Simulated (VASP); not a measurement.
Write the native input for VASP 6.6.1 that does the following.

| Quantity | Value |
| --- | --- |
| Task | single point |
| Functional | PBE |
| Potentials or basis | VASP PAW PBE potentials, release 64 (Te, Sn_d) |
| Cutoff | 520 eV |
| k mesh | 7 × 7 × 7 |
| Occupations | gaussian, width 0.012 eV |
| Spin | no spin polarisation |
| Further INCAR settings | ALGO = Fast; EDIFF = 1e-06; NBANDS = 17 |

The structure of SnTe lies in POSCAR:

```
SnTe
1.0
    0.0000000000      3.1508500000      3.1508500000
    3.1508500000      0.0000000000      3.1508500000
    3.1508500000      3.1508500000      0.0000000000
Te Sn
1 1
Direct
    0.5000000000      0.5000000000      0.5000000000
    0.0000000000      0.0000000000      0.0000000000
```

The input as run:

INCAR

```
PREC = Accurate ; ENCUT = 520
EDIFF = 1E-6 ; ISMEAR = 0
SIGMA = 0.012 ; LREAL = False
LASPH = True ; NELM = 100
ALGO = Fast ; ISIF = 2
LWAVE = False ; LCHARG = False
GGA = PE ; NBANDS = 17
```

KPOINTS

```
Automatic mesh
0
Gamma
  7 7 7
```

Potentials or basis: VASP PAW PBE potentials, release 64 (Te, Sn_d).

Command:

```sh
$ cat potpaw_PBE.64/Te/POTCAR potpaw_PBE.64/Sn_d/POTCAR > POTCAR
$ mpirun -np 1 vasp_std > vasp.out
```

It gave:

- Pressure: 2.2 GPa

Wall time 12 s on 1 thread of Intel(R) Xeon(R) 6975P-C (Granite Rapids), on a shared host, peak memory 0.2 GiB.
